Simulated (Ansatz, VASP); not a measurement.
## MgO: VASP beside Ansatz

```xyz
4
Lattice="3.5209 0.0000 0.0000 -1.7605 3.0492 0.0000 0.0000 0.0000 4.2374" Properties=species:S:1:pos:R:3 pbc="T T T"
Mg    1.7605    1.0164    3.1780
Mg    0.0000    2.0328    1.0593
O     1.7605    1.0164    1.0593
O     0.0000    2.0328    3.1780
```

Alike in both runs: functional PBE; k mesh 9 × 9 × 6; occupations gaussian, width 0.02 eV; no spin polarisation.

Ansatz relaxed the structure, and its values are those at the end. VASP's run is a single point on that final structure, the one shown.

|  | VASP | Ansatz |
| --- | --- | --- |
| version | VASP 6.6.1 | Ansatz 0.2.0 |
| potentials or method | VASP PAW PBE potentials, release 64 (Mg, O) | scalar-relativistic, plane waves, PAW |
| plane-wave cutoff (eV) | 520 | 420 |
| valence electrons in the cell | 16 | 32 |

|  | VASP | Ansatz | Ansatz less VASP |
| --- | --- | --- | --- |
| gap on the k mesh at the Fermi level (eV) | 3.26 | 3.28 | +0.018 |
| least direct gap on the mesh (eV) | 3.26 | 3.28 | +0.018 |
| pressure (GPa) | -0.5 | 0.0 | +0.56 |

The two sets of potentials don't hold the same shells in valence.

Expect the measured gap to be larger: semilocal functionals such as PBE lack the derivative discontinuity.
